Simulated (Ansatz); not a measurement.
## How much do the gradients of Hf3N4 depend on the method?

Cell: a COD entry, its atoms then relaxed with PBE in this cell.

```cif
data_Hf3N4
_symmetry_space_group_name_H-M 'I-43d'
_symmetry_Int_Tables_number 220
_cell_length_a 6.7010
_cell_length_b 6.7010
_cell_length_c 6.7010
_cell_angle_alpha 90.000
_cell_angle_beta 90.000
_cell_angle_gamma 90.000
loop_
_atom_site_label
_atom_site_type_symbol
_atom_site_symmetry_multiplicity
_atom_site_Wyckoff_symbol
_atom_site_fract_x
_atom_site_fract_y
_atom_site_fract_z
Hf Hf 12 a 0.3750 0.0000 0.2500
N N 16 c 0.0678 0.0678 0.0678
```

One atom of each set is listed; the run and its k-mesh use a cell of 14 atoms with edges of 5.80, 5.80, 5.80 Å.

First run. Method: Kohn–Sham DFT in Ansatz, PBE, plane waves and PAW, scalar-relativistic, 420 eV cutoff, Γ-centred 6×6×6 k-points, Fermi–Dirac smearing 0.02 eV.

```csv
site,V_zz (10²¹ V/m²),η
Hf,26.2,0.00
N,0.78,0.00
```

Second run. The same atoms and settings, except that the functional is LDA.

(1) What does the second run give?

Results:

(1) 

```
site  V_zz     η  change of V_zz
  Hf  26.3  0.00           +0.11
   N  0.75  0.00           -0.03
```

The largest change of V_zz is on Hf, from 26.2 to 26.3. In per cent, |V_zz| changes by 0 on Hf, -5 on N (all sites that start above 0.5).

Without spin–orbit coupling the gradients at and beside Hf can be off by some per cent, at some sites by more.
For the second run: At this cell the LDA pressure is -12 GPa, so with LDA the cell would shrink if it were relaxed. With a gap of 0.9 eV on this mesh, small gradients can still move by 0.1 × 10²¹ V/m² or more as the k-mesh gets denser.
